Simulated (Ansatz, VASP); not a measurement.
# One calculation of Tl, two programs

```
Tl
1.0
    -1.92536    1.92536    1.92536
     1.92536   -1.92536    1.92536
     1.92536    1.92536   -1.92536
Tl
1
Direct
  0.00000 0.00000 0.00000
```

This isn't the form of Tl at room conditions, which is hcp.

Alike in both runs: functional PBEsol; k mesh 16 × 16 × 16; occupations gaussian, width 0.1 eV; no spin polarisation.

Ansatz relaxed the structure, and its values are those at the end. VASP's run is a single point on that final structure, the one shown.

|  | VASP | Ansatz |
| --- | --- | --- |
| version | VASP 6.6.1 | Ansatz 0.2.0 |
| potentials or method | VASP PAW PBE potentials, release 64 (Tl_d) | scalar-relativistic, plane waves, PAW |
| plane-wave cutoff (eV) | 520 | 420 |
| valence electrons in the cell | 13 | 13 |

```tsv
	VASP	Ansatz	Ansatz less VASP
gap on the k mesh at the Fermi level (eV)	none	none	-
pressure (GPa)	-0.1	0.0	+0.07
```

A gap of «none» marks a metal or a gap that the smearing closes.

Caveats: the PAW data sets were made with another functional, which shifts forces and pressure a little (VASP). The runs have no spin-orbit coupling, so splittings on Tl are missing.
